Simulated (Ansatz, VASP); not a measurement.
## MgO (Periclase): VASP beside Ansatz

One calculation is typed for both programs; each brings its own data sets and cutoff. How far apart do they land?

Method: plane waves, with VASP 6.6.1 beside it; G0W0 gap at PBE, in Ansatz 0.2.0.

The database entry behind the starting cell differs from later determinations by our own check (about 0.1 % long), so it need not match the best structure at ambient conditions.

### Step 1. The structure

Symmetry: Fm-3m, No. 225, cubic system. The conventional cell has a = 4.217 Å, b = 4.217 Å, c = 4.217 Å, α = 90.00°, β = 90.00°, γ = 90.00°. Nearest to Mg lie 6 O at 2.11 Å. Nearest to O lie 6 Mg at 2.11 Å. Farther neighbours and most contacts between anions are not listed.

### Step 2. Ansatz: G0W0 gap, PBE

Ansatz runs on its default PAW (the set named soft_2) files.

Quasiparticle shifts depend on high empty states and on the cores, so they are the hardest test of two PAW sets.

Contents of input.yaml:

```yaml
crystal:
  lattice:
    - [0.0, 2.1085, 2.1085]
    - [2.1085, 0.0, 2.1085]
    - [2.1085, 2.1085, 0.0]
  atoms:
    - { symbol: Mg, position: [0.0, 0.0, 0.0] }
    - { symbol: O, position: [0.5, 0.5, 0.5] }
hamiltonian:
  xc: pbe
  pseudopotentials: { kind: paw }
kpoints:
  mp_grid: { grid: [4, 4, 4] }
scf:
  occupations: { method: fixed }
gw:
  n_empty_bands: 124
  ecut_chi: 200.0
  qp_bands: [v2, c2]
  qp_kpoints: band_edges
  screening: { model: contour_deformation }
```

Run with:

```sh
$ ansatz run input.yaml --threads 4 --pin off --max-ram 9216MiB --backend cpu --events-out ev --progress --plain --runs-dir out
```

Numbers of over 12 decimals in the logs are rounded to 6 here.

Output:

```text
Engine: ansatz 0.2.0, aarch64-unknown-linux-gnu
Pseudopotentials: kind: paw
Pseudopotential: Mg, paw, valence charge 10, recommended cutoff 420 eV (normal), Mg.paw.azcp
Pseudopotential: O, paw, valence charge 6, recommended cutoff 420 eV (normal), O.paw.azcp
Functional definition: PBE
  parameter kappa = 0.804
  parameter beta = 0.066725
  exchange = pbe_x(kappa = kappa, mu = beta*pi^2/3)
  correlation = pbe_c(beta = beta)
Crystal: 2 atoms, lattice volume = 18.748 Å³
Basis set: ecut = 420 eV, 339 PW (Γ)
Bands: 12, of which v1, the nominal top of the filled ones, is band 8 counted from 1 (7 counted from 0)
Symmetry: 48 space group operations
Space group: Fm-3m (ITA 225), of the structure as read, at distance tolerance 2.7e-5 Å
k-points: 8 of 64
Non-local potential: Mg, projectors of the file, l = 0: 3, l = 1: 2, l = 2: 1
Non-local potential: O, projectors of the file, l = 0: 2, l = 1: 2, l = 2: 1
PAW form: soft (Blöchl's): semilocal exchange-correlation on the pseudo side does not see the compensation charge
PAW one-centre angular grid: Mg, 110 points (default); XC on 64 Gauss nodes
PAW one-centre angular grid: O, 110 points (default); XC on 64 Gauss nodes
Initial density: superposition of atomic densities (neutral atoms: chi_scale 0, normalization atom), corrected by the library's trained network
Initial wavefunctions: pseudopotential atomic-orbital guess
Functional: x = pbe(κ = 0.804, μ = 0.219515), c = pbe(β = 0.066725)
SCF iter   1: F=—  HF=-2494.119924 eV  |F-HF|=—  |Δ(HF+E_count)|=         —  Δρ=1.09e-3  dr2=1.64e-4  ethr=1.77e-3  ⟨swp⟩=4.5  Hψ=506  notcnv=0  defer=11
preconditioner: auto → none  [insulator: Δε(μ)=4.708 eV  Ē_g=18.532 eV  n_scr=8 (ndim 8)  ℏωp=24.3 eV  f_vac=0.000  ε∞_Penn≈2.7]
SCF iter   2: F=—  HF=-2494.119979 eV  |F-HF|=—  |Δ(HF+E_count)|=   5.49e-5  Δρ=7.98e-4  dr2=6.58e-5  ethr=1.02e-6  ⟨swp⟩=2.4  Hψ=237  notcnv=0  defer=14
SCF iter   3: F=—  HF=-2494.119974 eV  |F-HF|=—  |Δ(HF+E_count)|=   4.30e-6  Δρ=2.72e-4  dr2=3.17e-6  ethr=4.11e-7  ⟨swp⟩=2.0  Hψ=117  notcnv=0  defer=11
SCF iter   4: F=—  HF=-2494.120001 eV  |F-HF|=—  |Δ(HF+E_count)|=   2.62e-5  Δρ=7.20e-5  dr2=3.17e-7  ethr=1.98e-8  ⟨swp⟩=2.0  Hψ=160  notcnv=0  defer=14
SCF iter   5: F=—  HF=-2494.120001 eV  |F-HF|=—  |Δ(HF+E_count)|=   2.20e-7  Δρ=4.37e-5  dr2=1.88e-7  ethr=1.98e-9  ⟨swp⟩=2.0  Hψ=128  notcnv=0  defer=14
SCF iter   6: F=-2494.120001 eV  HF=-2494.120001 eV  |F-HF|=4.91e-10  |Δ(HF+E_count)|=   8.94e-8  Δρ=2.85e-6  dr2=7.20e-10  ethr=6.25e-10  ⟨swp⟩=3.4  Hψ=414  notcnv=0
SCF 1 converged in 6 iterations: F = -2494.120001 eV  dr2 = 7.20e-10
  greatest PAW one-centre occupation: 1.000 electrons in one spin orbital (limit 2), on the Mg atom at site 0 (counted from 0), in its partial waves of l = 0
NSCF: frozen V_eff on 8 k-points
G₀W₀ screening: q 1/8
G₀W₀ screening: q 2/8 (q-point 5)
G₀W₀ screening: q 3/8 (q-point 6)
G₀W₀ screening: q 4/8 (q-point 2)
G₀W₀ screening: q 5/8 (q-point 4)
G₀W₀ screening: q 6/8 (q-point 8)
G₀W₀ screening: q 7/8 (q-point 3)
G₀W₀ screening: q 8/8 (q-point 7)
G₀W₀ self-energy: k 1/5
G₀W₀ self-energy: k 2/5
G₀W₀ self-energy: k 3/5
G₀W₀ self-energy: k 4/5
G₀W₀ self-energy: k 5/5
NSCF: frozen V_eff on 1 k-points
SCF converged after 6 iterations
Free energy (F): -2494.120001 eV
Harris-Foulkes:  -2494.120001 eV  (|F-HF|=4.91e-10)
Internal energy: -2494.120001 eV  (E = F + TS)
E sigma→0 (E₀):  -2494.120001 eV
Fermi energy:    8.106371 eV
--- Per-component energies (eV) ---
  E_band       = -293.199807
  E_kinetic    = 255.809210
  E_local      = -1604.726615  (includes V_loc(G=0)·N_el)
  E_nonlocal   = 142.808296
  E_hartree    = 555.217810
  E_xc         = -105.259506
  E_vxc        = -134.889137  (∫ρ·V_xc dr)
  E_paw        = -450.114843  (= ΣΔE_a)
  E_vpaw       = -62.638894  (= ΣTr[D̂ρ^β])
  E_aug_tail   = 0.002523  (compensation charges beyond the density's cutoff)
  E_ewald      = -1287.856876
  E_smearing   = -0.000000  (= −TS)
  E_closure    = -0.000000  (closes the sum)
  Σ components = -2494.120001   (vs F -2494.120001, Δ=0.00e0)
--- Band table (eV; the first three rows and the last of 8) ---
  k-point 0: bands = [... 4 lower, -9.1299, 8.1064, 8.1064, 8.1064, 12.8079, 23.8953, 23.8953, 23.8953]
  k-point 1: bands = [... 4 lower, -8.5283, 5.4576, 7.7689, 7.7689, 15.1715, 20.6631, 24.7412, 24.7412]
  k-point 2: bands = [... 4 lower, -7.8188, 3.5104, 7.4592, 7.4592, 15.9924, 20.6756, 24.4036, 24.4036]
  k-point 7: bands = [... 4 lower, -7.5371, 5.1809, 5.1809, 6.3452, 19.7377, 19.7377, 20.2356, 23.5890]
--- G₀W₀: contour deformation, 6 samples at zero and on the imaginary axis and 3 off it, 64 q-points, 124 empty bands' worth ---
  eigenvalues of the whole cell's RPA ε∞ on this k-mesh (on a slab, of 1 + 4πα/V) = 3.2441, 3.2441, 3.2441; static W/v taken at q = 0 is 0.308252
  bands read: the sum over 132 bands ends inside a degenerate multiplet in 2 slots, whose members it reads at an even weight; the widest, k=1: bands 132 to 133 (counted from 1) at 1/2 each
  gw.qp_kpoints: band_edges: 5 of 8 stored k-points solved, in 1 pass; an edge of the gap read off the rows below is read off those points alone
    valence top: of the k-points left out ik 5 came nearest to being solved in a further pass, in band 8 (counted from 1, as in the quasiparticle table): it holds the edge there only if its correction is more favourable than any solved in that band by at least 0.647 eV; those differ by 0.199 eV
    conduction bottom: of the k-points left out ik 5 came nearest to being solved in a further pass, in band 9 (counted from 1, as in the quasiparticle table): it holds the edge there only if its correction is more favourable than any solved in that band by at least 4.461 eV; those differ by 0.569 eV
    ik  band        ε_KS         Σx   Σc(E_QP)       V_xc       Z   E_QP_lin       E_QP  E_QP is
     0     7      8.1064   -26.5196     4.1269   -20.9081  0.7842     6.5987     6.6218  root
     0     8      8.1064   -26.5196     4.1269   -20.9081  0.7842     6.5987     6.6218  root
     0     9     12.8079    -9.8681    -3.8862   -14.7711  0.8390    13.8318    13.8247  root
     0    10     23.8953    -3.6534    -4.9550    -9.5542  0.8340    24.8529    24.8411  root
     1     7      7.7689   -26.1548     4.1834   -20.4329  0.7832     6.2046     6.2304  root
     1     8      7.7689   -26.1548     4.1834   -20.4329  0.7832     6.2046     6.2304  root
     1     9     15.1715   -10.1027    -4.0799   -15.3307  0.8303    16.3299    16.3197  root
     1    10     20.6631    -6.0790    -4.8940   -12.0743  0.8221    21.7775    21.7643  root
     2     7      7.4592   -25.8694     4.2479   -20.0340  0.7821     5.8434     5.8717  root
     2     8      7.4592   -25.8694     4.2479   -20.0340  0.7821     5.8434     5.8717  root
     2     9     15.9924    -6.9388    -4.2548   -12.1485  0.8431    16.9545    16.9472  root
     2    10     20.6756   -10.6418    -5.3747   -17.6494  0.7907    22.3453    22.3085  root
     3     7      7.3767   -25.8649     4.2348   -20.0331  0.7827     5.7509     5.7796  root
     3     8      7.3767   -25.8649     4.2348   -20.0331  0.7827     5.7509     5.7796  root
     3     9     16.1472   -10.9602    -4.2287   -16.4824  0.8225    17.4547    17.4406  root
     3    10     19.2713    -3.5796    -4.5646    -8.9204  0.8450    20.0529    20.0476  root
     6     7      6.7710   -25.5218     4.3601   -19.4784  0.7806     5.0538     5.0877  root
     6     8      6.7710   -25.5218     4.3601   -19.4784  0.7806     5.0538     5.0877  root
     6     9     17.2375    -3.8183    -4.3170    -8.8600  0.8518    17.9664    17.9623  root
     6    10     18.0472    -7.2156    -4.5826   -12.9701  0.8473    19.2305    19.2192  root
```

Run time: 2.9 s. Hardware: 4 threads of Arm Neoverse V1, shared host; peak memory 0.28 GiB.

Reading the cycles: dr2 is the Hartree energy of the density residual (eV), the measure of convergence; HF is the Harris–Foulkes estimate of the energy, which meets the free energy F at convergence.

[end of part 1 of 2]

[Lines on the potential files, build, host, timing and source positions are cut from VASP's logs without a mark.]

[Logs are printed without paths, hosts, clocks, repeated set-up lines and the standing remarks that a program may print on its own settings, such as how far it seeks lower states.]

[Hosts, paths, dates, database ids (printed as entryN), source tags and the programs' standing remarks are cut or masked in the printed files.]
